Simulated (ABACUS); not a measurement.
# KCl (Sylvite) (Fm-3m) in ABACUS: notebook, part 2 of 2

ABACUS 3.10.1. The steps go on from the part before.

### 4 Single point, revTPSS

The input, INPUT:

```
INPUT_PARAMETERS
suffix              KCl
calculation         scf
basis_type          pw
pseudo_dir          ./
symmetry            1
dft_functional      MGGA_X_REVTPSS+MGGA_C_REVTPSS
ecutwfc             86
pseudo_rcut         10
nspin               1
nbands              18
ks_solver           dav
smearing_method     fd
smearing_sigma      0.00367493
scf_thr             1e-08
scf_nmax            100
mixing_type         broyden
mixing_beta         0.7
cal_force           1
cal_stress          1
mixing_tau          1
out_chg             1
out_pot             2
out_elf             1
```

The input, STRU:

```
ATOMIC_SPECIES
K 39.0983 K_ONCV_PBE-1.2.upf
Cl 35.4500 Cl_ONCV_PBE-1.2.upf

LATTICE_CONSTANT
1.8897261246

LATTICE_VECTORS
0.0000000000 3.1464700000 3.1464700000
3.1464700000 0.0000000000 3.1464700000
3.1464700000 3.1464700000 0.0000000000

ATOMIC_POSITIONS
Direct

K
0.0
1
0.0000000000 0.0000000000 0.0000000000 1 1 1

Cl
0.0
1
0.5000000000 0.5000000000 0.5000000000 1 1 1
```

The input, KPT:

```
K_POINTS
0
Gamma
4 4 4 0 0 0
```

Potentials or basis: SG15 ONCV 1.2 PBE, plane waves.

Command:

```sh
OMP_NUM_THREADS=1 mpirun -np 4 abacus > log
```

Run time: 22 s. Hardware: 4 MPI ranks of Intel Xeon Platinum 8259CL at 2.50GHz (Skylake/Cascade Lake), shared host; peak memory 0.28 GiB.

The run converged. Its results:

| Quantity | Value |
| --- | --- |
| Free energy | -1186.8951 eV |
| Pressure | 0.6 GPa |
| Band gap on the k mesh | 5.57 eV, direct |

Levels at points of the mesh, in eV from the valence-band top:
```tsv
k point	band 4	band 5	band 6	band 7	band 8	band 9	band 10	band 11	band 12	band 13
(0.00, 0.00, 0.00)	-10.69	-10.69	0.00	0.00	0.00	5.57	8.83	8.83	8.83	9.76
(0.50, 0.50, 0.50)	-10.70	-10.47	-1.04	-0.32	-0.32	7.93	9.00	11.03	11.03	11.89
(0.50, 0.50, 0.00)	-10.75	-10.75	-0.66	-0.22	-0.22	6.89	8.85	10.41	10.77	11.18
```

Caveat: the k mesh is coarse (spacing up to 0.43 Å⁻¹), so the values aren't converged; the potentials were made for another functional, which shifts forces and pressure.

### 5 Relaxation of cell and atoms, revTPSS

The input, run_abacus.py:

```python
"""Relaxation by an ASE optimiser with ABACUS as a small file-based calculator."""
import re
import subprocess
import numpy as np
from ase.calculators.calculator import Calculator, all_changes
from ase.filters import FrechetCellFilter
from ase.io import read
from ase.optimize import BFGS
from ase.stress import full_3x3_to_voigt_6_stress
from ase.units import Bohr, GPa

atoms = read("POSCAR")
atoms = atoms[(-atoms.numbers).argsort(kind="stable")]  # ABACUS lists atoms element by element
pseudo = {'K': 'K_ONCV_PBE-1.2.upf', 'Cl': 'Cl_ONCV_PBE-1.2.upf'}
orbital = {}
magmoms = None
kmesh = [4, 4, 4]
params = {
    'suffix': 'KCl',
    'calculation': 'scf',
    'basis_type': 'pw',
    'pseudo_dir': './',
    'symmetry': 1,
    'dft_functional': 'MGGA_X_REVTPSS+MGGA_C_REVTPSS',
    'ecutwfc': 86,
    'pseudo_rcut': 10,
    'nspin': 1,
    'nbands': 12,
    'ks_solver': 'dav',
    'smearing_method': 'fd',
    'smearing_sigma': 0.00367493,
    'scf_thr': 1e-08,
    'scf_nmax': 100,
    'mixing_type': 'broyden',
    'mixing_beta': 0.7,
    'cal_force': 1,
    'cal_stress': 1,
    'mixing_tau': 1,
    'kpar': 4,
}

def write_input(atoms):
    symbols = atoms.get_chemical_symbols()
    elements = list(dict.fromkeys(symbols))
    lines = ["ATOMIC_SPECIES"] + [f"{e} {atoms.get_masses()[symbols.index(e)]:.4f} {pseudo[e]}" for e in elements]
    if orbital:
        lines += ["", "NUMERICAL_ORBITAL"] + [orbital[e] for e in elements]
    lines += ["", "LATTICE_CONSTANT", f"{1 / Bohr:.10f}", "", "LATTICE_VECTORS"]
    lines += [" ".join(f"{x:.10f}" for x in v) for v in atoms.cell]
    lines += ["", "ATOMIC_POSITIONS", "Direct"]
    for e in elements:
        lines += ["", e, "0.0", str(symbols.count(e))]
        for i, p in enumerate(atoms.get_scaled_positions(wrap=False)):
            if symbols[i] == e:
                mag = "" if magmoms is None else " mag " + " ".join(str(x) for x in (magmoms[i] if isinstance(magmoms[i], list) else [magmoms[i]]))
                lines.append(" ".join(f"{x:.10f}" for x in p) + " 1 1 1" + mag)
    open("STRU", "w").write("\n".join(lines) + "\n")
    open("KPT", "w").write("K_POINTS\n0\nGamma\n%d %d %d 0 0 0\n" % tuple(kmesh))
    open("INPUT", "w").write("INPUT_PARAMETERS\n" + "".join(f"{k:<20s}{v}\n" for k, v in params.items()))

class Abacus(Calculator):
    implemented_properties = ["energy", "free_energy", "forces", "stress"]

    def calculate(self, atoms=None, properties=("energy",), system_changes=all_changes):
        super().calculate(atoms, properties, system_changes)
        write_input(self.atoms)
        subprocess.run(['mpirun', '-np', '4', 'abacus'], check=True)
        log = open("OUT.KCl/running_scf.log").read()
        if "charge density convergence is achieved" not in log:
            raise RuntimeError("SCF not converged")
        rows = lambda title, n: np.array([l.split()[-3:] for l in log.split(title)[-1].split("\n")[2:2 + n]], float)
        energy = float(re.findall(r"FINAL_ETOT_IS (\S+)", log)[-1])
        stress = -rows("TOTAL-STRESS", 3) / 10 * GPa  # ABACUS prints kbar, compression positive
        self.results = dict(energy=energy, free_energy=energy, forces=rows("TOTAL-FORCE", len(self.atoms)), stress=full_3x3_to_voigt_6_stress(stress))

atoms.calc = Abacus()
opt = BFGS(FrechetCellFilter(atoms), logfile="opt.log", trajectory="relax.traj")
print("optimiser converged:", opt.run(fmax=0.03, steps=60))
```

The input, POSCAR:

```
KCl
1.0
    0.0000000000      3.1464700000      3.1464700000
    3.1464700000      0.0000000000      3.1464700000
    3.1464700000      3.1464700000      0.0000000000
K Cl
1 1
Direct
    0.0000000000      0.0000000000      0.0000000000
    0.5000000000      0.5000000000      0.5000000000
```

Command:

```sh
OMP_NUM_THREADS=1 python run_abacus.py > log
```

Run time: 59 s. Hardware: 4 MPI ranks of Intel Xeon Platinum 8259CL at 2.50GHz (Skylake/Cascade Lake), shared host; peak memory 0.52 GiB.

It converged, with:

```
Free energy                            : -1186.9027 eV
Relaxed volume                         : 32.23 Å³/atom
Relaxed cell                           : a = 4.501 Å, b = 4.501 Å, c = 4.501 Å, α = 60.00°, β = 60.00°, γ = 60.00°
Space group after relaxing (to 0.05 Å) : Fm-3m (No. 225)
Energy gained by relaxing              : 3.8 meV/atom
Ionic steps                            : 3
Pressure after relaxing                : 0.0 GPa
Band gap on the k mesh                 : 5.47 eV, direct
```

Step by step:
```tsv
step	energy change (eV)	largest force (eV/Å)	pressure (GPa)	volume (Å³)
1	0.0000	0.0000	0.62	62.30
2	-0.0006	0.0000	0.57	62.46
3	-0.0076	0.0000	0.03	64.46
```

Final structure:
```
CELL_PARAMETERS angstrom
0.00000 3.18236 3.18236
3.18236 0.00000 3.18236
3.18236 3.18236 0.00000
ATOMIC_POSITIONS crystal
K 0.00000 0.00000 0.00000
Cl 0.50000 0.50000 0.50000
```

Levels at points of the mesh, in eV from the valence-band top:
| k point | band 6 | band 7 | band 8 | band 9 | band 10 | band 11 |
| --- | --- | --- | --- | --- | --- | --- |
| (0.00, 0.00, 0.00) | 0.00 | 0.00 | 0.00 | 5.47 | 8.81 | 8.81 |
| (0.50, 0.50, 0.50) | -0.98 | -0.30 | -0.30 | 7.84 | 8.87 | 10.92 |
| (0.50, 0.50, 0.00) | -0.63 | -0.22 | -0.22 | 6.92 | 8.70 | 10.22 |

Caveat: the k mesh is coarse (spacing up to 0.43 Å⁻¹), so the values aren't converged; the potentials were made for another functional, which shifts forces and pressure.

### 6 Overview

```tsv
task	level	potentials or basis	cell	k mesh	cutoff (eV)	SCF threshold on the density	eigensolver	optimiser	force threshold	max steps	mesh quality	gap on the mesh (eV)	pressure (GPa)
single point	LDA	PseudoDojo NC SR 0.4.1 LDA stringent, DZP LCAO (the cutoffs set its grid)	as given	6 × 6 × 6	1361	1e-07	genelpa	-	-	-	not flagged	4.88	-2.0
single point	revTPSS	SG15 ONCV 1.2 PBE, plane waves	as given	4 × 4 × 4	1170	1e-08	dav	-	-	-	coarse	5.57	0.6
relaxation of cell and atoms	revTPSS	SG15 ONCV 1.2 PBE, plane waves	relaxed	4 × 4 × 4	1170	1e-08	dav	ASE BFGS	0.03 eV/Å	60	coarse	5.47	0.0
```

Alike in all rows: no spin polarisation; smearing fermi-dirac 0.05 eV.

Caveats: some runs use coarse meshes; the potentials were made for another functional, which shifts forces and pressure (some runs); the atomic orbitals were generated for these runs and aren't a published set (some runs); the orbitals of K, Rb and Cs are too short, which can make volumes 7 to 10 % small (some runs); the basis of atomic orbitals isn't converged, which shifts pressures, moduli and gaps (some runs).

Total energies depend on the potentials used, so only differences within one code and one set of settings carry meaning.

### 7 How close it comes

Step 2. Against the measured gap of KCl, 8.68 eV (a printed reference work, monograph), the calculated 4.88 eV is off by -3.80 eV. The value is that of LDA in an atomic basis (PseudoDojo NC SR 0.4.1 LDA stringent, DZP LCAO (the cutoffs set its grid)), whose error adds to the functional's,, without temperature or zero-point motion. Semilocal functionals fall short of measured gaps as a rule.
